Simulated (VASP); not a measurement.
Crystal: Au.

```
Au
1.0
     0.00000    2.03500    2.03500
     2.03500    0.00000    2.03500
     2.03500    2.03500    0.00000
Au
1
Direct
  0.00000 0.00000 0.00000
```

Base run:

| Quantity | Value |
| --- | --- |
| Program | VASP 6.6.1 |
| Functional | TPSS |
| Potentials or basis | VASP PAW PBE potentials, release 64 (Au) |
| Cutoff | 520 eV |
| k mesh | 11 × 11 × 11 |
| Occupations | fermi-dirac, width 0.05 eV |
| Spin | no spin polarisation |

Its results: pressure 6.3 GPa.

Q: The run is repeated on the same cell with these changes: functional from TPSS to MS2. What comes out?

A: Pressure 0.4 GPa.

Caveats: the PAW data sets were made with another functional, which shifts forces and pressure a little.
